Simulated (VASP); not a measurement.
**From VASP inputs to Ansatz: GaAs (strained measured structure)**

INCAR

```
ENCUT = 520
LREAL = .FALSE.
NSW = 0
LASPH = .TRUE.
LWAVE = .FALSE.
LCHARG = .FALSE.
IBRION = -1
GGA = PE
PREC = Accurate
NELM = 120
SIGMA = 0.02
EDIFF = 1E-7
ISMEAR = -1
NBANDS = 16
ISIF = 2
```

KPOINTS

```
KPOINTS created by Atomic Simulation Environment
0
Gamma
8 8 8
0 0 0
```

KPOINTS_OPT

```
special points
6
Reciprocal
0.0000000000 0.0000000000 0.0000000000 1
-0.5000000000 -0.5000000000 0.0000000000 1
-0.3750000000 -0.3750000000 0.2500000000 1
-0.3750000000 0.0000000000 0.3750000000 1
0.0000000000 0.0000000000 0.5000000000 1
-0.5000000000 -0.2500000000 0.2500000000 1
```

POSCAR

```
Ga As
 1.0000000000000000
     0.0000000000000000    2.8330831925000002    2.8330831925000002
     2.8619806410000002    0.0000000000000000    2.8330831925000002
     2.8619806410000002    2.8330831925000002    0.0000000000000000
 Ga  As
   1   1
Cartesian
  0.0000000000000000  0.0000000000000000  0.0000000000000000
  1.4309903205000001  1.4165415962500001  1.4165415962500001
```

VASP ran with the recommended PBE PAW datasets (18 valence electrons in the cell).

Problem. Translate these files to an Ansatz input.

Solution. 

```yaml
crystal:
  lattice:
    - [0.0, 2.8330831925, 2.8330831925]
    - [2.861980641, 0.0, 2.8330831925]
    - [2.861980641, 2.8330831925, 0.0]
  atoms:
    - { symbol: Ga, position: [0.0, 0.0, 0.0] }
    - { symbol: As, position: [0.25, 0.25, 0.25] }
kpoints:
  mp_grid: { grid: [8, 8, 8] }
  band_path:
    path:
      - [0.0, 0.0, 0.0]
      - [-0.5, -0.5, 0.0]
      - [-0.375, -0.375, 0.25]
      - [-0.375, 0.0, 0.375]
      - [0.0, 0.0, 0.5]
      - [-0.5, -0.25, 0.25]
    npoints: 1
hamiltonian:
  xc: pbe
scf:
  occupations: { method: fermi_dirac, width: 0.02 }
  n_extra_bands: 4
output:
  forces: true
  stress: true
  eigenvalues: true
```

Other inputs would serve too.

|  | VASP | Ansatz |
| --- | --- | --- |
| gap between bands v and c | 0.37 eV | 0.37 eV |
| least direct gap | 0.37 eV | 0.37 eV |
| pressure | 2.2 GPa | 2.0 GPa |

The two codes use different PAW datasets and cutoffs. VASP's cell holds 18 valence electrons and Ansatz's 28. Ansatz's stress includes a Pulay correction; VASP's doesn't.
